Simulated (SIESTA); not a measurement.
**CuAu under changes of volume**

One of the cells (14.556 Å³/atom); the others are scaled copies at fixed shape and fractional positions:

```
Au Cu
1.0
     2.81075    0.00000    0.00000
     0.00000    2.81075    0.00000
     0.00000    0.00000    3.68500
Au Cu
1 1
Direct
  0.00000 0.00000 0.00000
  0.50000 0.50000 0.50000
```

```yaml
Program: SIESTA 5.4.2
Functional: PBEsol
Potentials_or_basis: PseudoDojo 0.4 standard (PBEsol files)
Basis: DZP (energy shift 0.003 Ry; two zetas on semicore shells)
Grid_cutoff: 800 Ry
Energy_shift: 0.003 Ry
k_mesh: 9 × 9 × 7
Occupations: fermi-dirac, width 0.05 eV
Spin: no spin polarisation
```

| volume (Å³/atom) | energy over the lowest point (meV/atom) | pressure (GPa) |
| --- | --- | --- |
| 13.683 | 13.37 | 8.0 |
| 13.974 | 2.91 | 3.6 |
| 14.265 | 0.00 | -0.3 |
| 14.556 | 3.54 | -3.5 |
| 14.847 | 12.69 | -6.4 |
| 15.139 | 26.80 | -9.0 |
| 15.430 | ? | ? |

Problem. What does the run at 15.430 Å³/atom give?

Solution. Energy over the lowest point 45.36 meV/atom; pressure -11.3 GPa.

Worked out: A Birch-Murnaghan fit of order 3 (a polynomial in V^(-2/3)) to the other rows has its minimum at 14.24 Å³/atom with B0 = V·E''(V) = 177 GPa and B' = 6.0 at fixed shape and positions, which overstates the stiffness. It gives 45.03 meV/atom at 15.430 Å³/atom, against the run's 45.36, and -dE/dV = -11.1 GPa, against -11.3.

Energies are extrapolated to zero smearing.

Caveats: short orbitals over semicore shells can move pressures by several GPa; the basis of atomic orbitals isn't converged, which shifts pressures, moduli and gaps.
